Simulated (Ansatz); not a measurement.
# W (Im-3m) in Ansatz: further runs

One crystal, W, is run at these levels: LDA+U; tasks: single point.

Program: Ansatz 0.2.0. These are calculated values, not measurements. Logs are shortened: lines on timing, memory, paths and dates and some standing lists are left out, and cuts for length are marked.

## (1) The structure

Symmetry: Im-3m, No. 229, cubic system. Conventional cell: a = 3.165 Å, b = 3.165 Å, c = 3.165 Å, α = 90.00°, β = 90.00°, γ = 90.00°. W (site symmetry m-3m) is surrounded by 8 W at 2.74 Å.

## (2) Single point, LDA+U

Input file input.yaml:

```yaml
crystal:
  lattice:
    - [-1.582345, 1.582345, 1.582345]
    - [1.582345, -1.582345, 1.582345]
    - [1.582345, 1.582345, -1.582345]
  atoms:
    - { symbol: W, position: [0.0, 0.0, 0.0] }
hamiltonian:
  xc: lda
  pseudopotentials: { kind: paw }
  hubbard: { sites: [{ species: W, l: d, u_eff: 3.0 }] }
kpoints:
  mp_grid: { grid: [12, 12, 12] }
scf:
  occupations: { method: fermi_dirac, width: 0.05 }
output:
  forces: true
  stress: true
  eigenvalues: true
  write_density: true
  write_potential: true
  elf: true
  volumetric_format: npy
```

Potentials or basis: Ansatz PAW.

Launch:

```bash
> ansatz run input.yaml --threads 2 --pin off --max-ram 5632MiB --backend cpu --events-out ev --progress --plain --runs-dir out
```

What it wrote:

```text
Warning: RAYON_NUM_THREADS=2 ignored (pool sized by the plan → 2); use --threads N
W: projections on atomic orbitals take those of the free atom [Kr 4d10 4f14] 5s2 5p6 5d4 6s2, of charge +0.00 (hamiltonian.pseudopotentials.projection_atoms); the dataset's partial waves leave at most 6.5e-5 of an orbital's norm unspanned inside its sphere
Engine: ansatz 0.2.0, aarch64-unknown-linux-gnu
Pseudopotentials: kind: paw
Pseudopotential: W, paw, valence charge 14, recommended cutoff 420 eV (normal), W.paw.azcp
Functional definition: SPW92
  exchange = slater_x
  correlation = pw_c
Crystal: 1 atoms, lattice volume = 15.848 Å³
Basis set: ecut = 420 eV, 321 PW (Γ)
Bands: 11, of which v1, the nominal top of the filled ones, is band 7 counted from 1 (6 counted from 0)
Symmetry: 48 space group operations
Space group: Im-3m (ITA 229), of the structure as read, at distance tolerance 2.5e-5 Å
k-points: 72 of 1728
Non-local potential: W, projectors of the file, l = 0: 3, l = 1: 2, l = 2: 2, l = 3: 1
PAW form: soft (Blöchl's): semilocal exchange-correlation on the pseudo side does not see the compensation charge
PAW frozen core: W, regenerated for the run's functional, and the local potential with it (the file was generated under x = pbe(κ = 0.804, μ = 0.2195149727645171), c = pbe(β = 0.06672455060314922))
PAW one-centre angular grid: W, 590 points (default); XC on 64 Gauss nodes
Initial density: superposition of atomic densities (chi_scale 0.1, normalization cell)
Initial wavefunctions: pseudopotential atomic-orbital guess
Functional: x = slater, c = lda
SCF iter   1: F=—  HF=-10126.150491 eV  |F-HF|=—  |Δ(HF+E_count)|=         —  Δρ=6.41e-2  dr2=5.24e-1  ethr=3.10e-3  ⟨swp⟩=5.1  Hψ=4168  notcnv=0
preconditioner: auto → none  [metal: Δε(μ)=0.102 eV  Ē_g=9.179 eV  σ=0.050 eV  W_gap=0.40  n_scr=0 (ndim 8)  ℏωp=22.8 eV  f_vac=0.000  D(μ)=0.36/eV (n_scr^D=0)]
SCF iter   2: F=—  HF=-10126.104734 eV  |F-HF|=—  |Δ(HF+E_count)|=   4.58e-2  Δρ=2.50e-2  dr2=3.35e-2  ethr=3.10e-3  ⟨swp⟩=2.7  Hψ=1869  notcnv=0  defer=5
SCF iter   3: F=—  HF=-10126.171894 eV  |F-HF|=—  |Δ(HF+E_count)|=   6.72e-2  Δρ=7.81e-3  dr2=3.12e-3  ethr=2.39e-4  ⟨swp⟩=2.0  Hψ=977  notcnv=0  defer=5
SCF iter   4: F=—  HF=-10126.181658 eV  |F-HF|=—  |Δ(HF+E_count)|=   9.76e-3  Δρ=5.69e-4  dr2=1.82e-5  ethr=2.23e-5  ⟨swp⟩=1.3  Hψ=949  notcnv=0  defer=5
SCF iter   5: F=—  HF=-10126.181733 eV  |F-HF|=—  |Δ(HF+E_count)|=   7.50e-5  Δρ=9.77e-5  dr2=6.76e-7  ethr=1.30e-7  ⟨swp⟩=2.7  Hψ=1388  notcnv=0  defer=5
SCF iter   6: F=-10126.181736 eV  HF=-10126.181736 eV  |F-HF|=6.57e-9  |Δ(HF+E_count)|=   2.92e-6  Δρ=1.02e-5  dr2=1.26e-8  ethr=7.14e-10  ⟨swp⟩=9.6  Hψ=5255  notcnv=0
SCF 1 converged in 6 iterations: F = -10126.181736 eV  dr2 = 1.26e-8
SCF converged after 6 iterations
Free energy (F): -10126.181736 eV
Harris-Foulkes:  -10126.181736 eV  (|F-HF|=6.57e-9)
Internal energy: -10126.178223 eV  (E = F + TS)
E sigma→0 (E₀):  -10126.179979 eV
Entropy (-TS):   -0.003513 eV (-3.513 meV/atom)
Fermi energy:    22.155518 eV
--- Per-component energies (eV) ---
  E_band       = -85.916426
  E_kinetic    = 450.803462
  E_local      = -605.795823  (includes V_loc(G=0)·N_el)
  E_nonlocal   = 6.307905
  E_hartree    = 216.167223
  E_xc         = -265.168678
  E_vxc        = -239.103010  (∫ρ·V_xc dr)
  E_hubbard    = 3.625780  (on-site DFT+U / exact-exchange correction)
  E_vhub       = -0.301494  (the Hubbard potential's part of the band-sum identity)
  E_paw        = -8309.632506  (= ΣΔE_a)
  E_vpaw       = -130.164594  (= ΣTr[D̂ρ^β])
  E_aug_tail   = -0.000061  (compensation charges beyond the density's cutoff)
  E_ewald      = -1622.768677
  E_core_change = 0.283153  (= ΣΔE_core)
  E_smearing   = -0.003513  (= −TS)
  E_closure    = -0.000000  (closes the sum)
  Σ components = -10126.181736   (vs F -10126.181736, Δ=0.00e0)
--- Forces (eV/Å), atoms counted from 1 ---
  atom   1  W     -0.00000000     0.00000000     0.00000000
  max |Σ_I F_I| component: 3.04e-31 eV/Å
--- Stress (GPa, compression-positive) ---
       -7.701052       0.000000       0.000000
        0.000000      -7.701052      -0.000000
       -0.000000      -0.000000      -7.701052
  P = ⅓ Tr σ = -7.7011 GPa (-77.011 kbar)
--- Band table (eV; the first three rows and the last of 72) ---
  k-point 0: bands = ["-51.7859", "-15.3691", "-15.3691", "-15.3691", "12.6803", "20.8094", "20.8094", "20.8094", "24.7798", "24.7798", "36.8783"]
  k-point 1: bands = ["-51.7769", "-15.4633", "-15.3986", "-15.3696", "13.0150", "20.6107", "20.7643", "21.1356", "24.4788", "24.7850", "37.1517"]
  k-point 2: bands = ["-51.7525", "-15.7149", "-15.4783", "-15.3709", "13.9263", "20.1102", "20.5655", "22.0891", "24.0472", "24.8318", "37.6098"]
  k-point 71: bands = ["-51.5487", "-16.2787", "-16.2787", "-16.2787", "16.7503", "16.7503", "27.2164", "27.2164", "27.2164", "30.6020", "30.6020"]
Occupation matrices written to <dir>
```

Run time: 1.3 s. Hardware: 2 threads of Arm Neoverse V1, shared host; peak memory 0.26 GiB.

Results:

- Free energy: -10126.1817 eV
- Pressure: -7.7 GPa
- Band gap on the k mesh: none (metal or under the smearing width)

Eigenvalues of the final occupation matrices:
| site | spin | trace | eigenvalues |
| --- | --- | --- | --- |
| site 1 | 1 | 2.52 | 0.39 0.39 0.58 0.58 0.58 |

Caveat: U without spin polarisation on a metal has little footing; the PAW data sets come from PBE, with cores solved anew for the run's functional, which leaves a small shift of forces and pressure; the U is typed as a test and isn't derived for this compound. The run has no spin-orbit coupling, so splittings on W are missing.

## (3) Single point, LDA+U

input.yaml, as its differences from that of step 2:

```diff
@@ -10,3 +10,3 @@
   pseudopotentials: { kind: paw }
-  hubbard: { sites: [{ species: W, l: d, u_eff: 3.0 }] }
+  hubbard: { sites: [{ species: W, l: d, u_eff: 4.0 }] }
 kpoints:
@@ -19,5 +19 @@
   eigenvalues: true
-  write_density: true
-  write_potential: true
-  elf: true
-  volumetric_format: npy
```

Potentials or basis: Ansatz PAW.

Launch:

```bash
> ansatz run input.yaml --threads 2 --pin off --max-ram 5632MiB --backend cpu --events-out ev --progress --plain --runs-dir out
```

Run time: 1.1 s. Hardware: 2 threads of Arm Neoverse V1, shared host; peak memory 0.26 GiB.

It converged, with:

- Free energy: -10124.9775 eV
- Pressure: -6.8 GPa
- Band gap on the k mesh: none (metal or under the smearing width)

Levels at points of the mesh, in eV from the Fermi level:
| k point | band 4 | band 5 | band 6 | band 7 | band 8 | band 9 | band 10 | band 11 |
| --- | --- | --- | --- | --- | --- | --- | --- | --- |
| (0.00, 0.00, 0.00) | -37.50 | -9.46 | -1.43 | -1.43 | -1.43 | 2.79 | 2.79 | 14.73 |
| (0.00, 0.00, -0.50) | -37.51 | -6.19 | -3.76 | 0.94 | 2.49 | 3.67 | 5.98 | 11.13 |
| (-0.50, -0.50, -0.50) | -38.41 | -5.24 | -5.24 | 4.98 | 4.98 | 4.98 | 8.46 | 8.46 |

Eigenvalues of the final occupation matrices:
```
  site  spin  trace               eigenvalues
site 1     1   2.52  0.38 0.38 0.59 0.59 0.59
```

Caveat: U without spin polarisation on a metal has little footing; the PAW data sets come from PBE, with cores solved anew for the run's functional, which leaves a small shift of forces and pressure; the U is typed as a test and isn't derived for this compound. Spin-orbit coupling is left out, which matters for the levels of W.

## (4) Single point, LDA+U

input.yaml, as its differences from that of step 3:

```diff
@@ -10,3 +10,3 @@
   pseudopotentials: { kind: paw }
-  hubbard: { sites: [{ species: W, l: d, u_eff: 4.0 }] }
+  hubbard: { sites: [{ species: W, l: d, u_eff: 5.0 }] }
 kpoints:
```

Potentials or basis: Ansatz PAW.

Launch:

```bash
> ansatz run input.yaml --threads 2 --pin off --max-ram 5632MiB --backend cpu --events-out ev --progress --plain --runs-dir out
```

What it wrote:

```text
Warning: RAYON_NUM_THREADS=2 ignored (pool sized by the plan → 2); use --threads N
W: projections on atomic orbitals take those of the free atom [Kr 4d10 4f14] 5s2 5p6 5d4 6s2, of charge +0.00 (hamiltonian.pseudopotentials.projection_atoms); the dataset's partial waves leave at most 6.5e-5 of an orbital's norm unspanned inside its sphere
[... 6 set-up lines as earlier in the session ...]
Crystal: 1 atoms, lattice volume = 15.848 Å³
Basis set: ecut = 420 eV, 321 PW (Γ)
Bands: 11, of which v1, the nominal top of the filled ones, is band 7 counted from 1 (6 counted from 0)
[... 2 set-up lines as earlier in the session ...]
k-points: 72 of 1728
[... 7 set-up lines as earlier in the session ...]
SCF iter   1: F=—  HF=-10123.564862 eV  |F-HF|=—  |Δ(HF+E_count)|=         —  Δρ=6.55e-2  dr2=5.49e-1  ethr=3.10e-3  ⟨swp⟩=5.1  Hψ=4168  notcnv=0
preconditioner: auto → none  [metal: Δε(μ)=0.086 eV  Ē_g=9.141 eV  σ=0.050 eV  W_gap=0.35  n_scr=0 (ndim 8)  ℏωp=22.8 eV  f_vac=0.000  D(μ)=0.38/eV (n_scr^D=0)]
SCF iter   2: F=—  HF=-10123.618353 eV  |F-HF|=—  |Δ(HF+E_count)|=   5.35e-2  Δρ=2.65e-2  dr2=3.65e-2  ethr=3.10e-3  ⟨swp⟩=2.7  Hψ=1881  notcnv=0  defer=5
SCF iter   3: F=—  HF=-10123.757158 eV  |F-HF|=—  |Δ(HF+E_count)|=   1.39e-1  Δρ=9.41e-3  dr2=4.77e-3  ethr=2.61e-4  ⟨swp⟩=2.0  Hψ=962  notcnv=0  defer=5
SCF iter   4: F=—  HF=-10123.782837 eV  |F-HF|=—  |Δ(HF+E_count)|=   2.57e-2  Δρ=1.13e-3  dr2=6.96e-5  ethr=3.41e-5  ⟨swp⟩=1.4  Hψ=1175  notcnv=0  defer=5
SCF iter   5: F=—  HF=-10123.783682 eV  |F-HF|=—  |Δ(HF+E_count)|=   8.45e-4  Δρ=3.15e-4  dr2=6.10e-6  ethr=4.97e-7  ⟨swp⟩=2.5  Hψ=1303  notcnv=0  defer=5
SCF iter   6: F=-10123.783716 eV  HF=-10123.783716 eV  |F-HF|=1.26e-9  |Δ(HF+E_count)|=   3.35e-5  Δρ=6.18e-6  dr2=2.87e-9  ethr=7.14e-10  ⟨swp⟩=4.1  Hψ=4139  notcnv=0
SCF 1 converged in 6 iterations: F = -10123.783716 eV  dr2 = 2.87e-9
SCF converged after 6 iterations
Free energy (F): -10123.783716 eV
Harris-Foulkes:  -10123.783716 eV  (|F-HF|=1.26e-9)
Internal energy: -10123.780821 eV  (E = F + TS)
E sigma→0 (E₀):  -10123.782268 eV
Entropy (-TS):   -0.002895 eV (-2.895 meV/atom)
Fermi energy:    22.135481 eV
--- Per-component energies (eV) ---
  E_band       = -85.924123
  E_kinetic    = 451.065123
  E_local      = -606.277187  (includes V_loc(G=0)·N_el)
  E_nonlocal   = 6.369925
  E_hartree    = 216.501266
  E_xc         = -265.216956
  E_vxc        = -239.163839  (∫ρ·V_xc dr)
  E_hubbard    = 5.936564  (on-site DFT+U / exact-exchange correction)
  E_vhub       = -0.712818  (the Hubbard potential's part of the band-sum identity)
  E_paw        = -8309.673970  (= ΣΔE_a)
  E_vpaw       = -130.206615  (= ΣTr[D̂ρ^β])
  E_aug_tail   = -0.000061  (compensation charges beyond the density's cutoff)
  E_ewald      = -1622.768677
  E_core_change = 0.283153  (= ΣΔE_core)
  E_smearing   = -0.002895  (= −TS)
  E_closure    = 0.000000  (closes the sum)
  Σ components = -10123.783716   (vs F -10123.783716, Δ=0.00e0)
--- Forces (eV/Å), atoms counted from 1 ---
  atom   1  W     -0.00000000    -0.00000000    -0.00000000
  max |Σ_I F_I| component: 4.19e-31 eV/Å
--- Stress (GPa, compression-positive) ---
       -5.421618      -0.000000      -0.000000
        0.000000      -5.421618       0.000000
       -0.000000       0.000000      -5.421618
  P = ⅓ Tr σ = -5.4216 GPa (-54.216 kbar)
--- Band table (eV; the first three rows and the last of 72) ---
  k-point 0: bands = ["-51.7522", "-15.3385", "-15.3385", "-15.3385", "12.6806", "20.5965", "20.5965", "20.5965", "25.1275", "25.1275", "36.8754"]
  k-point 1: bands = ["-51.7432", "-15.4330", "-15.3682", "-15.3390", "13.0151", "20.3973", "20.5541", "20.9230", "24.8215", "25.1319", "37.1500"]
  k-point 2: bands = ["-51.7191", "-15.6852", "-15.4484", "-15.3403", "13.9228", "19.8956", "20.3918", "21.8776", "24.3551", "25.1773", "37.6113"]
  k-point 71: bands = ["-51.5147", "-16.2487", "-16.2487", "-16.2487", "17.0937", "17.0937", "27.0073", "27.0073", "27.0073", "30.6092", "30.6092"]
Occupation matrices written to <dir>
```

Run time: 1.1 s. Hardware: 2 threads of Arm Neoverse V1, shared host; peak memory 0.26 GiB.

Results:

* Free energy: -10123.7837 eV
* Pressure: -5.4 GPa
* Band gap on the k mesh: none (metal or under the smearing width)

Eigenvalues of the final occupation matrices:
| site | spin | trace | eigenvalues |
| --- | --- | --- | --- |
| site 1 | 1 | 2.52 | 0.37 0.37 0.59 0.59 0.59 |

Caveat: U without spin polarisation on a metal has little footing; the PAW data sets come from PBE, with cores solved anew for the run's functional, which leaves a small shift of forces and pressure; the U is typed as a test and isn't derived for this compound. Spin-orbit coupling is left out, which matters for the levels of W.

## (5) Summary

| U | gap on the mesh (eV) | pressure (GPa) |
| --- | --- | --- |
| W d U = 3 eV | none | -7.7 |
| W d U = 4 eV | none | -6.8 |
| W d U = 5 eV | none | -5.4 |

Alike in all rows: task single point; level LDA+U; potentials or basis Ansatz PAW; no spin polarisation; cell as given; k mesh 12 × 12 × 12; cutoff (eV) 420; smearing fermi-dirac 0.05 eV.

Every run on the cell as given and a fine mesh finds a metal.

Caveats: U without spin polarisation on a metal has little footing; the PAW data sets come from PBE, with cores solved anew for the run's functional, which leaves a small shift of forces and pressure; the U is typed as a test and isn't derived for this compound.

Absolute energies hang on the potentials; compare differences alone.
